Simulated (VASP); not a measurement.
A run of VASP 6.6.1 is set up as follows.

INCAR

```
PREC = Accurate
ENCUT = 600
EDIFF = 1E-7
ISMEAR = 1
SIGMA = 0.1
LREAL = False
LASPH = True
NELM = 80
ALGO = Normal
ISIF = 3
LWAVE = False
LCHARG = False
GGA = PS
IBRION = 2
NSW = 90
EDIFFG = -0.005
```

KPOINTS

```
Automatic mesh
0
Gamma
  12 12 6
```

File POSCAR:

```
TiSe2                                   
1.0
    3.4741473373     -0.0000000000      0.0000000000
   -1.7370736687      3.0086998506     -0.0000000000
    0.0000000000     -0.0000000000      5.9347183666
  Ti              Se            
     1     2
Direct
     1.0000000000000000    1.0000000000000000    1.0000000000000000
     0.3333333332999970    0.6666666667000030    0.2609612075750082
     0.6666666667000030    0.3333333332999970    0.7390387924249918
```

Potentials or basis: VASP PAW PBE potentials, release 64 (Ti_sv, Se).

Run with:

```bash
$ cat potpaw_PBE.64/Ti_sv/POTCAR potpaw_PBE.64/Se/POTCAR > POTCAR
$ mpirun -np 1 vasp_std > vasp.out
```

Q: Estimate the band gap on the k mesh.

A: None (metal or under the smearing width).

Q: Predict the relaxed cell.

A: a = 3.477 Å, b = 3.477 Å, c = 5.932 Å, α = 90.00°, β = 90.00°, γ = 120.00°.

Final structure:
```cif
data_structure
_symmetry_space_group_name_H-M 'P 1'
_symmetry_Int_Tables_number 1
_cell_length_a 3.4769
_cell_length_b 3.4769
_cell_length_c 5.9319
_cell_angle_alpha 90.000
_cell_angle_beta 90.000
_cell_angle_gamma 120.000
_cell_volume 62.10
loop_
_atom_site_label
_atom_site_type_symbol
_atom_site_fract_x
_atom_site_fract_y
_atom_site_fract_z
_atom_site_occupancy
Ti1 Ti 0.00000 0.00000 0.00000 1
Se1 Se 0.33333 0.66667 0.26080 1
Se2 Se 0.66667 0.33333 0.73920 1
```
